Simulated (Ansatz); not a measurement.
**CuO: equation of state with PBE**

The system is CuO.

```
CELL_PARAMETERS angstrom
3.28802 0.00000 0.00000
-1.64401 2.84751 0.00000
0.00000 0.00000 5.38502
ATOMIC_POSITIONS crystal
Cu 0.66667 0.33333 0.00000
Cu 0.33333 0.66667 0.50000
O 0.66667 0.33333 0.62520
O 0.33333 0.66667 0.12520
```

Measurements of this composition are mostly on another form, of space group No. 15.

```json
{
 "Program": "Ansatz 0.2.0",
 "Task": "equation of state",
 "Functional": "PBE",
 "Potentials or basis": "Ansatz PAW",
 "Cutoff": "420 eV",
 "Density cutoff": "1680 eV",
 "k mesh": "9 × 9 × 5",
 "Occupations": "fermi-dirac, width 0.05 eV",
 "Spin": "no spin polarisation"
}
```

```yaml
Equilibrium_volume: "11.62 Å³/atom (rough: see the caveat)"
Bulk_modulus_at_fixed_shape_and_positions: 136 GPa (rough)
```

Energy against volume, from the lowest point:
```
volume (Å³/atom)  energy (meV/atom)
          11.848               0.00
          12.100               5.94
          12.352              15.57
          12.605              28.40
          12.857              44.13
          13.109              62.43
          13.361              82.92
```

All runs of the series together: 21 s on 2 threads of Arm Neoverse V1, with other jobs on the host.

Caveat: the minimum lies outside the volumes run; the cell was scaled at fixed shape and fractional positions, which overstates the stiffness of a crystal with free parameters, most of all of layers and chains; the run has no spin polarisation, though such a crystal can be magnetic.
